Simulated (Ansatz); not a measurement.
Theory: DFT PBE, scalar-relativistic, plane waves, PAW in Ansatz 0.2.0. All cells share a 420 eV cutoff and Γ-centred k meshes spaced about 0.3 Å⁻¹ or finer (0.25 for metals, 2π included). No spin polarisation.

All energies are static (0 K, no zero-point motion).

Compare these two cells of TiAl₃, each relaxed at this level.

A.

```
CELL_PARAMETERS angstrom
5.56919 0.00000 0.00000
-2.78460 4.82306 0.00000
0.00000 0.00000 4.73167
ATOMIC_POSITIONS crystal
Ti 0.33333 0.66667 0.25000
Ti 0.66667 0.33333 0.75000
Al 0.66745 0.83373 0.75000
Al 0.83373 0.16628 0.25000
Al 0.16628 0.33255 0.75000
Al 0.16628 0.83373 0.75000
Al 0.33255 0.16628 0.25000
Al 0.83373 0.66745 0.25000
```

B.

```
CELL_PARAMETERS angstrom
-1.92273 1.92273 4.31086
1.92273 -1.92273 4.31086
1.92273 1.92273 -4.31086
ATOMIC_POSITIONS crystal
Ti 0.00000 0.00000 0.00000
Al 0.75000 0.25000 0.50000
Al 0.25000 0.75000 0.50000
Al 0.50000 0.50000 0.00000
```

Question: Which is lower in energy, and by how much?

Answer: B is lower, by 81 meV/atom. A has the Ni3Sn (D0_19) type, space group P6_3/mmc (No. 194), 15.9 Å³/atom and no gap on its mesh; B has the TiAl3 (D0_22) type, space group I4/mmm (No. 139), 15.9 Å³/atom and no gap. Counting all near atoms (those within 1.25 times the shortest distance at each site), A and B both have Ti 12, Al 12. Both come from trial cells of a structure search.

Trial moments fell under 0.15 μB along the way in P6_3/mmc and I4/mmm; another start might hold them. With atoms moved at random, B came back. A had no clear such test and can be a saddle point.
